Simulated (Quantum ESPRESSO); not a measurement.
# MnO2 (P4_2/mnm) in Quantum ESPRESSO: reference runs

Aim: a first look at MnO2 with PBEsol, on the cell as given.

Program: Quantum ESPRESSO 7.5. These are calculated values, not measurements. Logs are shortened: lines on timing, memory, paths and dates and some standing lists are left out, and cuts for length are marked.

**1. The crystal as given**

Symmetry: P4_2/mnm, No. 136, tetragonal system. The conventional cell has a = 4.400 Å, b = 4.400 Å, c = 2.867 Å, α = 90.00°, β = 90.00°, γ = 90.00°. Mn (site symmetry mmm) has 6 O at 1.88 to 1.90 Å as nearest neighbours. O (site symmetry m2m) has 3 Mn at 1.88 to 1.90 Å as nearest neighbours.

The cell is a database's computed one.

**2. Single point, PBEsol, collinear spin, ferromagnetic start**

Input file pw.in:

```
&CONTROL
  calculation = 'scf'
  prefix = 'pwscf'
  outdir = './tmp'
  pseudo_dir = './pseudo'
  tprnfor = .true.
  tstress = .true.
  disk_io = 'low'
/
&SYSTEM
  ibrav = 0
  celldm(1) = 8
  nat = 6
  ntyp = 2
  ecutwfc = 45
  ecutrho = 360
  nbnd = 40
  occupations = 'smearing'
  smearing = 'fd'
  degauss = 0.00367493
  nspin = 2
  starting_magnetization(1) = 0.2667
  starting_magnetization(2) = 0
/
&ELECTRONS
  conv_thr = 1.2d-09
  electron_maxstep = 120
  mixing_beta = 0.3
/
ATOMIC_SPECIES
Mn    54.9380 mn_pbesol_v1.5.uspp.F.UPF
O     15.9990 o_pbesol_v1.2.uspp.F.UPF
CELL_PARAMETERS alat
  1.0394482155588   0.0000000000000   0.0000000000000
  0.0000000000000   1.0394482155588   0.0000000000000
  0.0000000000000   0.0000000000000   0.6772490105695
ATOMIC_POSITIONS crystal
Mn     0.5000000000    0.5000000000    0.5000000000
Mn     0.0000000000    0.0000000000    0.0000000000
O      0.8049161500    0.1950838500    0.5000000000
O      0.6950838500    0.6950838500    0.0000000000
O      0.1950838500    0.8049161500    0.5000000000
O      0.3049161500    0.3049161500    0.0000000000
K_POINTS automatic
6 6 9 0 0 0
```

Input file pp_density.in:

```
&INPUTPP
  prefix = 'pwscf'
  outdir = './tmp'
  filplot = 'density.dat'
  plot_num = 0
/
&PLOT
  nfile = 1
  filepp(1) = 'density.dat'
  iflag = 3
  output_format = 6
  fileout = 'density.cube'
/
```

Input file pp_potential.in:

```
&INPUTPP
  prefix = 'pwscf'
  outdir = './tmp'
  filplot = 'potential.dat'
  plot_num = 11
/
&PLOT
  nfile = 1
  filepp(1) = 'potential.dat'
  iflag = 3
  output_format = 6
  fileout = 'potential.cube'
/
```

Input file pp_spin.in:

```
&INPUTPP
  prefix = 'pwscf'
  outdir = './tmp'
  filplot = 'spin.dat'
  plot_num = 6
/
&PLOT
  nfile = 1
  filepp(1) = 'spin.dat'
  iflag = 3
  output_format = 6
  fileout = 'spin.cube'
/
```

Potentials or basis: GBRV 1.5 PBEsol.

Started as:

```sh
> OMP_NUM_THREADS=1 mpirun -n 2 pw.x -nk 2 -in pw.in > pw.out
> OMP_NUM_THREADS=1 mpirun -n 1 pp.x -in pp_density.in > pp_density.out
> OMP_NUM_THREADS=1 mpirun -n 1 pp.x -in pp_potential.in > pp_potential.out
> OMP_NUM_THREADS=1 mpirun -n 1 pp.x -in pp_spin.in > pp_spin.out
```

pw.out:

```text
This program is part of the open-source Quantum ESPRESSO suite
     for quantum simulation of materials; please cite
[... 13 lines left out ...]
     --------------------
     sticks:   dense  smooth     PW     G-vecs:    dense   smooth      PW
     Sum        1993     989    301                43137    15251    2609

     Using Slab Decomposition

     bravais-lattice index     =            0
     lattice parameter (alat)  =       8.0000  a.u.
     unit-cell volume          =     374.6486 (a.u.)^3
     number of atoms/cell      =            6
     number of atomic types    =            2
     number of electrons       =        54.00
     number of Kohn-Sham states=           40
     kinetic-energy cutoff     =      45.0000  Ry
     charge density cutoff     =     360.0000  Ry
     scf convergence threshold =      1.2E-09
     mixing beta               =       0.3000
     number of iterations used =            8  plain     mixing
     Exchange-correlation= SLA  PW   PSX  PSC
                           (   1   4  10   8   0   0   0)

     celldm(1)=   8.000000  celldm(2)=   0.000000  celldm(3)=   0.000000
     celldm(4)=   0.000000  celldm(5)=   0.000000  celldm(6)=   0.000000

     crystal axes: (cart. coord. in units of alat)
               a(1) = (   1.039448   0.000000   0.000000 )
               a(2) = (   0.000000   1.039448   0.000000 )
               a(3) = (   0.000000   0.000000   0.677249 )

     reciprocal axes: (cart. coord. in units 2 pi/alat)
               b(1) = (  0.962049  0.000000  0.000000 )
               b(2) = (  0.000000  0.962049  0.000000 )
               b(3) = (  0.000000  0.000000  1.476562 )

     PseudoPot. # 1 for Mn read from file:
     mn_pbesol_v1.5.uspp.F.UPF
     Pseudo is Ultrasoft + core correction, Zval = 15.0
     Generated by new atomic code, or converted to UPF format
     Using radial grid of  859 points,  6 beta functions with:
                l(1) =   0
                l(2) =   0
                l(3) =   1
                l(4) =   1
                l(5) =   2
                l(6) =   2
     Q(r) pseudized with  8 coefficients,  rinner =    0.950   0.950   0.950
                                                       0.950   0.950

     PseudoPot. # 2 for O  read from file:
     o_pbesol_v1.2.uspp.F.UPF
     Pseudo is Ultrasoft + core correction, Zval =  6.0
     Generated by new atomic code, or converted to UPF format
     Using radial grid of  737 points,  5 beta functions with:
                l(1) =   0
                l(2) =   0
                l(3) =   1
                l(4) =   1
                l(5) =   2
     Q(r) pseudized with  8 coefficients,  rinner =    0.900   0.900   0.900
                                                       0.900   0.900

     atomic species   valence    mass     pseudopotential
     Mn               15.00    54.93800     Mn( 1.00)
     O                 6.00    15.99900     O ( 1.00)

     Starting magnetic structure
     atomic species   magnetization
     Mn              0.267
     O               0.000

     16 Sym. Ops., with inversion, found ( 8 have fractional translation)

   Cartesian axes

     site n.     atom                  positions (alat units)
         1        Mn     tau(   1) = (   0.5197241   0.5197241   0.3386245  )
         2        Mn     tau(   2) = (   0.0000000   0.0000000   0.0000000  )
         3        O      tau(   3) = (   0.8366687   0.2027796   0.3386245  )
         4        O      tau(   4) = (   0.7225037   0.7225037   0.0000000  )
         5        O      tau(   5) = (   0.2027796   0.8366687   0.3386245  )
         6        O      tau(   6) = (   0.3169445   0.3169445   0.0000000  )

     number of k points=    50  Fermi-Dirac smearing, width (Ry)=  0.0037
                       cart. coord. in units 2pi/alat
        k(    1) = (   0.0000000   0.0000000   0.0000000), wk =   0.0030864
        k(    2) = (   0.0000000   0.0000000   0.1640624), wk =   0.0061728
        k(    3) = (   0.0000000   0.0000000   0.3281248), wk =   0.0061728
        k(    4) = (   0.0000000   0.0000000   0.4921873), wk =   0.0061728
        k(    5) = (   0.0000000   0.0000000   0.6562497), wk =   0.0061728
        k(    6) = (   0.0000000   0.1603415   0.0000000), wk =   0.0123457
[... 42 lines left out ...]
        k(   49) = (  -0.4810244  -0.4810244   0.4921873), wk =   0.0061728
        k(   50) = (  -0.4810244  -0.4810244   0.6562497), wk =   0.0061728

     Dense  grid:    43137 G-vectors     FFT dimensions: (  54,  54,  36)

     Smooth grid:    15251 G-vectors     FFT dimensions: (  36,  36,  24)

     Check: negative core charge=   -0.000015
     Generating pointlists ...
     new r_m :   0.1830 (alat units)  1.4643 (a.u.) for type    1
     new r_m :   0.1830 (alat units)  1.4643 (a.u.) for type    2

     Initial potential from superposition of free atoms

     starting charge      52.9998, renormalised to      54.0000
     Starting wfcs are   42 randomized atomic wfcs

     Self-consistent Calculation

     iteration #  1     ecut=    45.00 Ry     beta= 0.30
     Davidson diagonalization with overlap
     ethr =  1.00E-02,  avg # of iterations =  4.9

     total energy              =    -550.10562469 Ry
     estimated scf accuracy    <       4.54798475 Ry

     total magnetization       =     6.00 Bohr mag/cell
     absolute magnetization    =     6.17 Bohr mag/cell

     iteration #  2     ecut=    45.00 Ry     beta= 0.30
     Davidson diagonalization with overlap
     ethr =  8.42E-03,  avg # of iterations =  1.9

     total energy              =    -550.52851729 Ry
     estimated scf accuracy    <       3.57607956 Ry

     total magnetization       =     4.76 Bohr mag/cell
     absolute magnetization    =     5.06 Bohr mag/cell

     iteration #  3     ecut=    45.00 Ry     beta= 0.30
     Davidson diagonalization with overlap
     ethr =  6.62E-03,  avg # of iterations =  1.2

     total energy              =    -551.12566746 Ry
     estimated scf accuracy    <       0.56900738 Ry

     total magnetization       =     6.00 Bohr mag/cell
     absolute magnetization    =     6.31 Bohr mag/cell

     iteration #  4     ecut=    45.00 Ry     beta= 0.30
     Davidson diagonalization with overlap
     ethr =  1.05E-03,  avg # of iterations =  1.8

     total energy              =    -551.21950353 Ry
     estimated scf accuracy    <       0.07526532 Ry

     total magnetization       =     5.98 Bohr mag/cell
     absolute magnetization    =     6.26 Bohr mag/cell

     iteration #  5     ecut=    45.00 Ry     beta= 0.30
     Davidson diagonalization with overlap
     ethr =  1.39E-04,  avg # of iterations =  2.1

     total energy              =    -551.23121472 Ry
     estimated scf accuracy    <       0.00691228 Ry

     total magnetization       =     6.00 Bohr mag/cell
     absolute magnetization    =     6.26 Bohr mag/cell

     iteration #  6     ecut=    45.00 Ry     beta= 0.30
     Davidson diagonalization with overlap
     ethr =  1.28E-05,  avg # of iterations =  4.3

     total energy              =    -551.23291656 Ry
     estimated scf accuracy    <       0.01357246 Ry

     total magnetization       =     5.97 Bohr mag/cell
     absolute magnetization    =     6.20 Bohr mag/cell

     iteration #  7     ecut=    45.00 Ry     beta= 0.30
     Davidson diagonalization with overlap
     ethr =  1.28E-05,  avg # of iterations =  1.0

     total energy              =    -551.23347693 Ry
     estimated scf accuracy    <       0.00120875 Ry

     total magnetization       =     5.98 Bohr mag/cell
     absolute magnetization    =     6.20 Bohr mag/cell

     iteration #  8     ecut=    45.00 Ry     beta= 0.30
     Davidson diagonalization with overlap
     ethr =  2.24E-06,  avg # of iterations =  2.2

     total energy              =    -551.23368592 Ry
     estimated scf accuracy    <       0.00007682 Ry

     total magnetization       =     5.99 Bohr mag/cell
     absolute magnetization    =     6.19 Bohr mag/cell

     iteration #  9     ecut=    45.00 Ry     beta= 0.30
     Davidson diagonalization with overlap
     ethr =  1.42E-07,  avg # of iterations =  2.1

     total energy              =    -551.23371222 Ry
     estimated scf accuracy    <       0.00013401 Ry

     total magnetization       =     5.98 Bohr mag/cell
     absolute magnetization    =     6.18 Bohr mag/cell

     iteration # 10     ecut=    45.00 Ry     beta= 0.30
     Davidson diagonalization with overlap
     ethr =  1.42E-07,  avg # of iterations =  1.3

     total energy              =    -551.23372535 Ry
     estimated scf accuracy    <       0.00000914 Ry

     total magnetization       =     5.98 Bohr mag/cell
     absolute magnetization    =     6.17 Bohr mag/cell

     iteration # 11     ecut=    45.00 Ry     beta= 0.30
     Davidson diagonalization with overlap
     ethr =  1.69E-08,  avg # of iterations =  1.4

     total energy              =    -551.23372649 Ry
     estimated scf accuracy    <       0.00000082 Ry

     total magnetization       =     5.98 Bohr mag/cell
     absolute magnetization    =     6.17 Bohr mag/cell

     iteration # 12     ecut=    45.00 Ry     beta= 0.30
     Davidson diagonalization with overlap
     ethr =  1.52E-09,  avg # of iterations =  1.5

     total energy              =    -551.23372671 Ry
     estimated scf accuracy    <       0.00000038 Ry

     total magnetization       =     5.98 Bohr mag/cell
     absolute magnetization    =     6.17 Bohr mag/cell

     iteration # 13     ecut=    45.00 Ry     beta= 0.30
     Davidson diagonalization with overlap
     ethr =  7.13E-10,  avg # of iterations =  1.1

     total energy              =    -551.23372684 Ry
     estimated scf accuracy    <          1.7E-09 Ry

     total magnetization       =     5.98 Bohr mag/cell
     absolute magnetization    =     6.17 Bohr mag/cell

     iteration # 14     ecut=    45.00 Ry     beta= 0.30
     Davidson diagonalization with overlap
     ethr =  3.12E-12,  avg # of iterations =  2.8

     Magnetic moment per site  (integrated on atomic sphere of radius R)
     atom   1 (R=0.183)  charge= 11.6417  magn=  2.3897
     atom   2 (R=0.183)  charge= 11.6417  magn=  2.3897
     atom   3 (R=0.183)  charge=  5.1954  magn=  0.0920
     atom   4 (R=0.183)  charge=  5.1954  magn=  0.0920
     atom   5 (R=0.183)  charge=  5.1954  magn=  0.0920
     atom   6 (R=0.183)  charge=  5.1954  magn=  0.0920

     End of self-consistent calculation

     Number of k-points >= 100: set verbosity='high' to print the bands.

     the Fermi energy is    10.8432 ev

!    total energy              =    -551.23372692 Ry
     estimated scf accuracy    <          7.2E-10 Ry
     smearing contrib. (-TS)   =      -0.00060786 Ry
     internal energy E=F+TS    =    -551.23311906 Ry

     The total energy is F=E-TS. E is the sum of the following terms:
     one-electron contribution =    -262.58076926 Ry
     hartree contribution      =     158.50093013 Ry
     xc contribution           =     -81.21284938 Ry
     ewald contribution        =    -365.94043055 Ry

     total magnetization       =     5.98 Bohr mag/cell
     absolute magnetization    =     6.17 Bohr mag/cell

     convergence has been achieved in  14 iterations

     Forces acting on atoms (cartesian axes, Ry/au):

     atom    1 type  1   force =     0.00000000    0.00000000    0.00000000
     atom    2 type  1   force =     0.00000000    0.00000000    0.00000000
     atom    3 type  2   force =     0.00137412   -0.00137412   -0.00000000
     atom    4 type  2   force =    -0.00137412   -0.00137412    0.00000000
     atom    5 type  2   force =    -0.00137412    0.00137412   -0.00000000
     atom    6 type  2   force =     0.00137412    0.00137412    0.00000000

     Total force =     0.003887     Total SCF correction =     0.000016

     Computing stress (Cartesian axis) and pressure

          total   stress  (Ry/bohr**3)                   (kbar)     P=      -22.71
  -0.00010083   0.00000000   0.00000000          -14.83        0.00        0.00
   0.00000000  -0.00010083   0.00000000            0.00      -14.83        0.00
   0.00000000   0.00000000  -0.00026142            0.00        0.00      -38.46

=------------------------------------------------------------------------------=
   JOB DONE.
=------------------------------------------------------------------------------=
```

Run time: 66 s. Hardware: 2 MPI ranks of Intel Xeon Platinum 8488C (Sapphire Rapids), shared host; peak memory 0.46 GiB.

Results:

```yaml
Free_energy: -7499.9169 eV
Pressure: -2.3 GPa
Largest_force: 0.050 eV/Å
Band_gap_on_the_k_mesh: none (metal or under the smearing width)
Net_moment: 5.98 μB per cell
Absolute_moment: 6.17 μB per cell
Site_moments: Mn +2.39; O +0.09 μB
Valence_electrons_inside_the_program's_atomic_spheres: Mn 11.64; O 5.20
```

Forces in eV/Å, atoms in the order of the input:
```
Mn   0.000  0.000  0.000
Mn   0.000  0.000  0.000
O    0.035 -0.035  0.000
O   -0.035 -0.035  0.000
O   -0.035  0.035  0.000
O    0.035  0.035  0.000
```

Stress tensor (GPa, compression positive):
```
-1.48  0.00  0.00
 0.00 -1.48  0.00
 0.00  0.00 -3.85
```

Caveat: semilocal functionals often make such compounds metallic where correlation or magnetic order opens a gap, which also shifts bond lengths; only a ferromagnetic start was run, and an antiferromagnetic order may lie lower in energy. With open d or f shells a metallic result of PBEsol can be an artefact of self-interaction; +U or a hybrid may open a gap.
